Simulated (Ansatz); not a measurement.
Runs of Ansatz 0.2.0 on Cu. It takes space group Fm-3m (No. 225, cubic). The conventional cell has a = 3.615 Å, b = 3.615 Å, c = 3.615 Å, α = 90.00°, β = 90.00°, γ = 90.00°. Cu (site symmetry m-3m) has 12 Cu at 2.56 Å as nearest neighbours. 

```csv
task,level,cell,k mesh,points for each segment of the path,mesh quality,gap on the mesh (eV),pressure (GPa),relaxed volume (Å³/atom)
relaxation of cell and atoms,PBEsol+D3(BJ),relaxed,13 × 13 × 13,-,not flagged,none,0.0,10.81
band structure,BLYP,as given,13 × 13 × 13,14,not flagged,none,9.8,-
relaxation of cell and atoms,revPBE,relaxed,13 × 13 × 13,-,not flagged,none,0.0,(a)
band structure,HSE06,as given,7 × 7 × 7,4,coarse,none,(b),-
relaxation of cell and atoms,PBEsol+D4,relaxed,13 × 13 × 13,-,not flagged,none,0.0,11.03
```

Alike in all rows: potentials or basis Ansatz PAW; no spin polarisation; cutoff (eV) 420; smearing fermi-dirac 0.05 eV.

Question: Fill in the values left out.

Answer: (a) 12.25; (b) 1.6.

Caveats: some runs use coarse meshes; the PAW data sets come from PBE, with cores solved anew for the run's functional, which leaves a small shift of forces and pressure; the plane-wave basis is chosen anew once the cell has moved, so the energies of steps on either side of that aren't comparable (some runs); pairwise dispersion overbinds metals, which lowers pressure and volume (some runs); the thresholds are loose for stress (some runs).

A gap of «none» marks a metal or a gap under the smearing width.

Runs at the PBE level aren't shown here.
